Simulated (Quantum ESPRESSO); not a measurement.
## Ta under changes of volume

One of the cells (18.819 Å³/atom); the others are scaled copies at fixed shape and fractional positions:

```xyz
2
Lattice="2.9004 0.0000 0.0000 -1.4502 2.5118 0.0000 0.0000 0.0000 5.1663" Properties=species:S:1:pos:R:3 pbc="T T T"
Ta    0.0000    1.6745    1.2916
Ta    1.4502    0.8373    3.8747
```

This isn't the form of Ta at room conditions, which is bcc.

```yaml
Program: Quantum ESPRESSO 7.5
Functional: PBEsol
Potentials_or_basis: GBRV 1.5 PBEsol
Cutoff: 762 eV
Density_cutoff: 6095 eV
k_mesh: 11 × 11 × 5
Occupations: fermi-dirac, width 0.05 eV
Spin: no spin polarisation
```

| volume (Å³/atom) | energy over the lowest point (meV/atom) | pressure (GPa) |
| --- | --- | --- |
| 17.689 | 5.52 | 4.7 |
| 18.066 | 0.00 | 0.2 |
| 18.442 | 4.49 | -3.8 |
| 18.819 | 18.03 | -7.5 |
| 19.195 | 39.74 | -10.8 |
| 19.571 | ? | ? |
| 19.948 | 104.54 | -16.5 |

Task: What does the run at 19.571 Å³/atom give?

Result: Energy over the lowest point 68.81 meV/atom; pressure -13.8 GPa.

Worked out: A Birch-Murnaghan fit of order 3 (a polynomial in V^(-2/3)) to the other rows has its minimum at 18.08 Å³/atom with B0 = V·E''(V) = 204 GPa and B' = 3.9 at fixed shape and positions, which overstates the stiffness. It gives 68.76 meV/atom at 19.571 Å³/atom, against the run's 68.81, and -dE/dV = -13.8 GPa, against -13.8.

Energies are extrapolated to zero smearing.
